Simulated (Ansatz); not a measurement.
# CoPtO2 (R-3m) in Ansatz: notebook, part 2 of 2

Ansatz 0.2.0.

## Step 4: Single point, LDA, collinear spin, ferromagnetic start, 9.85 Å³/atom (volume scaled by 0.96)

Contents of input.yaml:

```yaml
crystal:
  lattice:
    - [1.3931828489, 0.8043544928, 5.8591172543]
    - [-1.3931828489, 0.8043544928, 5.8591172543]
    - [0.0, -1.6087089856, 5.8591172543]
  atoms:
    - { symbol: Pt, position: [0.0, 0.0, 0.0] }
    - { symbol: Co, position: [0.5, 0.5, 0.5], spin: 2.0 }
    - { symbol: O, position: [0.11224403, 0.11224403, 0.11224403] }
    - { symbol: O, position: [0.88775597, 0.88775597, 0.88775597] }
hamiltonian:
  xc: lda
  pseudopotentials: { kind: paw }
magnetization:
  spin_polarized: true
kpoints:
  mp_grid: { grid: [11, 11, 11] }
scf:
  occupations: { method: fermi_dirac, width: 0.05 }
output:
  forces: true
  stress: true
  eigenvalues: true
```

Command:

```console
$ ansatz run input.yaml --threads 2 --pin off --max-ram 5632MiB --backend cpu --events-out ev --progress --plain --runs-dir out
```

Wall time 25 s (2 threads of Intel Xeon at 2.70GHz, shared host); peak memory 0.56 GiB.

It converged, with:

```yaml
Free_energy: -18417.0379 eV
Pressure: -1.2 GPa
Largest_force: 0.010 eV/Å
Band_gap_on_the_k_mesh: none (metal or under the smearing width)
Net_moment: 0.00 μB per cell
Absolute_moment: 0.00 μB per cell
```

Caveat: the starting moments collapsed, and a magnetic state may lie lower; the pressure holds a Pulay correction of +1.0 GPa for the finite cutoff; semilocal functionals often make such compounds metallic where correlation or magnetic order opens a gap, which also shifts bond lengths; the PAW data sets come from PBE, with cores solved anew for the run's functional, which leaves a small shift of forces and pressure; the starting moments weren't kept.

## Step 5: Single point, LDA, collinear spin, ferromagnetic start, 10.05 Å³/atom (volume scaled by 0.98)

Edit input.yaml of step 4 so:

```diff
@@ -2,5 +2,5 @@
   lattice:
-    - [1.3931828489, 0.8043544928, 5.8591172543]
-    - [-1.3931828489, 0.8043544928, 5.8591172543]
-    - [0.0, -1.6087089856, 5.8591172543]
+    - [1.4027913101, 0.8099019405, 5.8995262364]
+    - [-1.4027913101, 0.8099019405, 5.8995262364]
+    - [0.0, -1.619803881, 5.8995262364]
   atoms:
```

Command:

```console
$ ansatz run input.yaml --threads 2 --pin off --max-ram 5632MiB --backend cpu --events-out ev --progress --plain --runs-dir out
```

Wall time 21 s (2 threads of Intel Xeon at 2.70GHz, shared host); peak memory 0.56 GiB.

The run converged. Its results:

```
Free energy            : -18417.0167 eV
Pressure               : -7.0 GPa
Largest force          : 0.049 eV/Å
Band gap on the k mesh : none (metal or under the smearing width)
Net moment             : 0.00 μB per cell
Absolute moment        : 0.00 μB per cell
```

Caveat: the starting moments collapsed, and a magnetic state may lie lower; the pressure holds a Pulay correction of +1.0 GPa for the finite cutoff; semilocal functionals often make such compounds metallic where correlation or magnetic order opens a gap, which also shifts bond lengths; the PAW data sets come from PBE, with cores solved anew for the run's functional, which leaves a small shift of forces and pressure; the starting moments weren't kept.

## Step 6: Single point, LDA, collinear spin, ferromagnetic start, 10.26 Å³/atom

Edit input.yaml of step 5 so:

```diff
@@ -2,5 +2,5 @@
   lattice:
-    - [1.4027913101, 0.8099019405, 5.8995262364]
-    - [-1.4027913101, 0.8099019405, 5.8995262364]
-    - [0.0, -1.619803881, 5.8995262364]
+    - [1.4122699173, 0.8153744169, 5.9393891094]
+    - [-1.4122699173, 0.8153744169, 5.9393891094]
+    - [0.0, -1.6307488338, 5.9393891094]
   atoms:
@@ -23 +23,5 @@
   eigenvalues: true
+  write_density: true
+  write_potential: true
+  elf: true
+  volumetric_format: npy
```

Potentials or basis: Ansatz PAW.

Command:

```console
$ ansatz run input.yaml --threads 2 --pin off --max-ram 5632MiB --backend cpu --events-out ev --progress --plain --runs-dir out
```

Wall time 29 s (2 threads of Intel Xeon at 2.70GHz, shared host); peak memory 0.57 GiB.

It converged, with:

```yaml
Free_energy: -18416.9675 eV
Pressure: -12.1 GPa
Largest_force: 0.088 eV/Å
Band_gap_on_the_k_mesh: none (metal or under the smearing width)
Net_moment: 0.00 μB per cell
Absolute_moment: 0.00 μB per cell
```

Caveat: the starting moments collapsed, and a magnetic state may lie lower; the pressure holds a Pulay correction of +0.9 GPa for the finite cutoff; semilocal functionals often make such compounds metallic where correlation or magnetic order opens a gap, which also shifts bond lengths; the PAW data sets come from PBE, with cores solved anew for the run's functional, which leaves a small shift of forces and pressure; the starting moments weren't kept.

## Step 7: Single point, LDA, collinear spin, ferromagnetic start, 10.46 Å³/atom (volume scaled by 1.02)

Edit input.yaml of step 6 so:

```diff
@@ -2,5 +2,5 @@
   lattice:
-    - [1.4122699173, 0.8153744169, 5.9393891094]
-    - [-1.4122699173, 0.8153744169, 5.9393891094]
-    - [0.0, -1.6307488338, 5.9393891094]
+    - [1.4216229708, 0.8207744048, 5.9787239584]
+    - [-1.4216229708, 0.8207744048, 5.9787239584]
+    - [0.0, -1.6415488097, 5.9787239584]
   atoms:
@@ -23,5 +23 @@
   eigenvalues: true
-  write_density: true
-  write_potential: true
-  elf: true
-  volumetric_format: npy
```

Command:

```console
$ ansatz run input.yaml --threads 2 --pin off --max-ram 5632MiB --backend cpu --events-out ev --progress --plain --runs-dir out
```

Wall time 21 s (2 threads of Intel Xeon at 2.70GHz, shared host); peak memory 0.57 GiB.

Results (log left out):

```yaml
Free_energy: -18416.8935 eV
Pressure: -16.7 GPa
Largest_force: 0.125 eV/Å
Band_gap_on_the_k_mesh: none (metal or under the smearing width)
Net_moment: 0.00 μB per cell
Absolute_moment: 0.00 μB per cell
```

Caveat: the starting moments collapsed, and a magnetic state may lie lower; the pressure holds a Pulay correction of +0.9 GPa for the finite cutoff; semilocal functionals often make such compounds metallic where correlation or magnetic order opens a gap, which also shifts bond lengths; the PAW data sets come from PBE, with cores solved anew for the run's functional, which leaves a small shift of forces and pressure; the starting moments weren't kept.

## Step 8: Single point, LDA, collinear spin, ferromagnetic start, 10.67 Å³/atom (volume scaled by 1.04)

Edit input.yaml of step 7 so:

```diff
@@ -2,5 +2,5 @@
   lattice:
-    - [1.4216229708, 0.8207744048, 5.9787239584]
-    - [-1.4216229708, 0.8207744048, 5.9787239584]
-    - [0.0, -1.6415488097, 5.9787239584]
+    - [1.4308545474, 0.8261042581, 6.0175479291]
+    - [-1.4308545474, 0.8261042581, 6.0175479291]
+    - [0.0, -1.6522085162, 6.0175479291]
   atoms:
```

Command:

```console
$ ansatz run input.yaml --threads 2 --pin off --max-ram 5632MiB --backend cpu --events-out ev --progress --plain --runs-dir out
```

Wall time 21 s (2 threads of Intel Xeon at 2.70GHz, shared host); peak memory 0.57 GiB.

Results (log left out):

```
Free energy            : -18416.7976 eV
Pressure               : -20.7 GPa
Largest force          : 0.161 eV/Å
Band gap on the k mesh : none (metal or under the smearing width)
Net moment             : 0.00 μB per cell
Absolute moment        : 0.00 μB per cell
```

Caveat: the starting moments collapsed, and a magnetic state may lie lower; the pressure holds a Pulay correction of +0.9 GPa for the finite cutoff; semilocal functionals often make such compounds metallic where correlation or magnetic order opens a gap, which also shifts bond lengths; the PAW data sets come from PBE, with cores solved anew for the run's functional, which leaves a small shift of forces and pressure; the starting moments weren't kept.

## Step 9: Single point, LDA, collinear spin, ferromagnetic start, 10.87 Å³/atom (volume scaled by 1.06)

Edit input.yaml of step 8 so:

```diff
@@ -2,5 +2,5 @@
   lattice:
-    - [1.4308545474, 0.8261042581, 6.0175479291]
-    - [-1.4308545474, 0.8261042581, 6.0175479291]
-    - [0.0, -1.6522085162, 6.0175479291]
+    - [1.4399685164, 0.8313662105, 6.0558772933]
+    - [-1.4399685164, 0.8313662105, 6.0558772933]
+    - [0.0, -1.6627324211, 6.0558772933]
   atoms:
```

Potentials or basis: Ansatz PAW.

Command:

```console
$ ansatz run input.yaml --threads 2 --pin off --max-ram 5632MiB --backend cpu --events-out ev --progress --plain --runs-dir out
```

It took 24 s on 2 threads of Intel Xeon at 2.70GHz, shared host; peak memory 0.57 GiB.

The run converged. Its results:

```
Free energy            : -18416.6824 eV
Pressure               : -24.2 GPa
Largest force          : 0.195 eV/Å
Band gap on the k mesh : none (metal or under the smearing width)
Net moment             : 0.00 μB per cell
Absolute moment        : 0.00 μB per cell
```

Caveat: the starting moments collapsed, and a magnetic state may lie lower; the pressure holds a Pulay correction of +0.9 GPa for the finite cutoff; semilocal functionals often make such compounds metallic where correlation or magnetic order opens a gap, which also shifts bond lengths; the PAW data sets come from PBE, with cores solved anew for the run's functional, which leaves a small shift of forces and pressure; the starting moments weren't kept.

## Step 10: Equation of state, LDA, collinear spin, ferromagnetic start

Potentials or basis: Ansatz PAW.

No new run: the results of the series are fitted here.

What came out:

```
Equilibrium volume                        : 9.81 Å³/atom
Bulk modulus at fixed shape and positions : 302 GPa
Pressure derivative of the bulk modulus   : 4.9
```

Energy against volume, from the lowest point:
```
volume (Å³/atom)  energy (meV/atom)
           9.644               2.61
           9.849               0.00
          10.054               5.30
          10.259              17.61
          10.464              36.10
          10.669              60.08
          10.875              88.89
```

Caveat: the cell was scaled at fixed shape and fractional positions, which overstates the stiffness of a crystal with free parameters, most of all of layers and chains. The run has no spin-orbit coupling, so splittings on Pt are missing.
